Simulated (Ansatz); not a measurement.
Ti3S2: competing structures

Computed with DFT PBE, scalar-relativistic, plane waves, PAW (Ansatz). All cells share a 420 eV cutoff and Γ-centred k meshes spaced at most 0.3 Å⁻¹ (0.19 for metals, 2π included).

Temperature and zero-point effects are left out. The comparison covers the computed candidates alone. For metals, differences of a few meV/atom aren't resolved. No run is spin-polarised.

```
#           started from     space group  atoms  V (Å³/atom)  ΔE (meV/atom)  gap on mesh (eV)
1  anti-tetradymite type  R-3m (No. 166)      5         16.0              0              0.00
2     anti-corundum type  R-3c (No. 167)     10         16.5             20              0.00
```

The lowest structure: Space group R-3m (No. 166), trigonal, a = 3.400 Å, c = 23.908 Å. Ti on Wyckoff site a (1 atom of the primitive cell) is coordinated by 6 S at 2.47 Å; around Ti on Wyckoff site c (2 atoms of the primitive cell) lie 3 S at 2.40 Å; S is coordinated by 6 Ti at 2.40–2.47 Å. Its energy against the elements is -1.02 eV/atom. The zero of energy is the lowest elemental structures computed at the same level; no fitted shifts are applied.

```cif
data_structure
_symmetry_space_group_name_H-M 'R-3m:H'
_symmetry_Int_Tables_number 166
_cell_length_a 3.4004
_cell_length_b 3.4004
_cell_length_c 23.9077
_cell_angle_alpha 90.000
_cell_angle_beta 90.000
_cell_angle_gamma 120.000
_cell_volume 239.40
loop_
_atom_site_label
_atom_site_type_symbol
_atom_site_symmetry_multiplicity
_atom_site_Wyckoff_symbol
_atom_site_fract_x
_atom_site_fract_y
_atom_site_fract_z
_atom_site_occupancy
Ti1 Ti 3 a 0.00000 0.00000 0.00000 1
Ti2 Ti 6 c 0.00000 0.00000 0.21343 1
S1 S 6 c 0.33333 0.66667 0.06250 1
```

The second: Space group R-3c (No. 167), trigonal, a = 5.923 Å, c = 16.332 Å. Around Ti lie 4 S at 2.34–2.42 Å; S is coordinated by 6 Ti at 2.34–2.42 Å.